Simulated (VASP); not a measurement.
The system is Ti.

```
CELL_PARAMETERS angstrom
4.56737 0.00000 0.00000
-2.28369 3.95546 0.00000
0.00000 0.00000 2.82624
ATOMIC_POSITIONS crystal
Ti 0.00000 0.00000 0.00000
Ti 0.33333 0.66667 0.50000
Ti 0.66667 0.33333 0.50000
```

This isn't the form of Ti at room conditions, which is hcp.

- Program: VASP 6.6.1
- Task: relaxation of cell and atoms
- Functional: PBEsol
- Potentials or basis: VASP PAW PBE potentials, release 64 (Ti_sv)
- Cutoff: 600 eV
- k mesh: 12 × 12 × 14
- Occupations: gaussian, width 0.1 eV
- Spin: no spin polarisation

At the start: pressure -3.9 GPa; volume 17.02 Å³/atom.

Q: How do energy, volume and symmetry change on relaxing?

A: Over 7 steps the energy falls by 7.4 meV/atom and the volume is 16.44 Å³/atom (-3.4 %); space group P6/mmm (No. 191, to 0.05 Å).

Step by step:
```tsv
step	energy change (eV)	largest force (eV/Å)	pressure (GPa)	volume (Å³)
1	0.0000	0.0000	-3.90	51.06
2	-0.0098	0.0000	3.19	48.06
3	-0.0220	0.0000	0.00	49.31
4	-0.0220	0.0000	0.07	49.27
5	-0.0221	0.0000	0.08	49.27
6	-0.0221	0.0000	0.08	49.27
7	-0.0221	0.0000	-0.04	49.32
```

Final structure:
```
Ti
1.0
     4.51158    0.00000    0.00000
    -2.25579    3.90715    0.00000
     0.00000    0.00000    2.79805
Ti
3
Cartesian
  2.2558 3.9071 0.0000
  0.0000 2.6048 1.3990
  2.2558 1.3024 1.3990
```

Caveat: the PAW data sets were made with another functional, which shifts forces and pressure a little.
